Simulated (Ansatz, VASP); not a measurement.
Two plane-wave programs on ZrC

```
CELL_PARAMETERS angstrom
3.29835 0.00000 0.00000
0.00000 3.29835 0.00000
0.00000 0.00000 6.15765
ATOMIC_POSITIONS crystal
Zr 0.50000 0.50000 0.25000
Zr 0.50000 0.50000 0.75000
C 0.00000 0.50000 0.00000
C 0.50000 0.00000 0.50000
```

Change from the starting cell: ordered vacancies on the cation sites of antifluorite (P4_2/mmc, No. 131).

Alike in both runs: functional PBE; k mesh 14 × 14 × 8; occupations gaussian, width 0.1 eV; no spin polarisation.

Ansatz relaxed the structure, and its values are those at the end. VASP's run is a single point on that final structure, the one shown.

```csv
,VASP,Ansatz
version,VASP 6.6.1,Ansatz 0.2.0
potentials or method,"VASP PAW PBE potentials, release 64 (Zr_sv, C)","scalar-relativistic, plane waves, PAW"
plane-wave cutoff (eV),520,420
valence electrons in the cell,32,32
```

Ansatz gave:

* gap on the k mesh at the Fermi level (eV): none
* pressure (GPa): 0.0

Problem. What did VASP give for the same quantities?

Solution. gap on the k mesh at the Fermi level (eV): none; pressure (GPa): 0.1.

A gap of «none» marks a metal or a gap that the smearing closes.
